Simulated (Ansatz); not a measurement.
Crystal: WS2.

```
W S
1.0
     3.40622    0.00000    0.00000
     0.00000    3.40622    0.00000
     0.00000    0.00000   10.75728
W S
1 2
Cartesian
  1.7031 1.7031 5.3786
  1.7031 1.7031 9.8485
  1.7031 1.7031 0.9087
```

The cell was built by a generator and needn't be a form met in nature.

```yaml
Program: Ansatz 0.2.0
Task: relaxation of cell and atoms
Functional: PBE
Potentials_or_basis: all-electron LAPW, scalar-relativistic
Basis_error_allowed: 0.002 eV/atom
k_mesh: 6 × 6 × 2
Occupations: fermi-dirac, width 0.05 eV
Spin: no spin polarisation
```

At the start: volume 41.60 Å³/atom.

Question: How do energy, volume and symmetry change on relaxing?

Answer: Over 27 steps the energy falls by 2068.6 meV/atom and the volume is 21.19 Å³/atom (-49.1 %); space group P4/mmm (No. 123, to 0.05 Å).

The path:
| step | energy change (eV) | largest force (eV/Å) | volume (Å³) |
| --- | --- | --- | --- |
| 1 | 0.0000 | 3.1233 | 124.81 |
| 2 | -1.1144 | 0.3413 | 113.07 |
| 3 | -2.1018 | 0.3700 | 101.83 |
| 4 | -2.9529 | 0.2919 | 91.03 |
| 5 | -3.5175 | 0.2463 | 80.74 |
| 6 | -3.6323 | 1.5880 | 70.83 |
| 7 | -3.6886 | 1.1959 | 70.91 |
| 8 | -3.7923 | 0.7887 | 66.20 |
| 9 | -3.9484 | 0.8922 | 60.94 |
| 10 | -4.1054 | 0.7633 | 56.35 |
| 11 | -4.3480 | 2.1370 | 53.98 |
| 12 | -4.8452 | 1.8311 | 48.60 |
| 13 | -5.1811 | 2.0225 | 47.32 |
| 14 | -5.3130 | 1.4324 | 56.57 |
| 15 | -5.6566 | 0.0085 | 52.66 |
| 16 | -6.0290 | 0.3147 | 55.12 |
| 17 | -6.1507 | 0.0418 | 56.57 |
| 18 | -6.1742 | 0.1346 | 56.95 |
| 19 | -6.1873 | 0.1492 | 58.37 |
| 20 | -6.1880 | 0.2690 | 60.14 |
| 21 | -6.1980 | 0.0283 | 61.70 |
| 22 | -6.1983 | 0.0089 | 62.10 |
| 23 | -6.1983 | 0.0030 | 62.16 |
| 24 | -6.2055 | 0.0007 | 62.69 |
| 25 | -6.2057 | 0.0028 | 63.31 |
| 26 | -6.2057 | 0.0009 | 63.57 |
| 27 | -6.2057 | 0.0009 | 63.57 |

Final structure:
```
CELL_PARAMETERS angstrom
2.60214 0.00000 0.00000
0.00000 2.60214 0.00000
0.00000 0.00000 9.38808
ATOMIC_POSITIONS crystal
W 0.50000 0.50000 0.50000
S 0.50000 0.50000 0.75789
S 0.50000 0.50000 0.24211
```

Caveat: the k mesh is thin for a metal, which can move the energy by tens of meV per atom; the volume moved by over 15 % at a fixed basis, so the end points are rough; this functional lacks dispersion, which binds the layers, so the pressure and a relaxed spacing across them are unreliable.
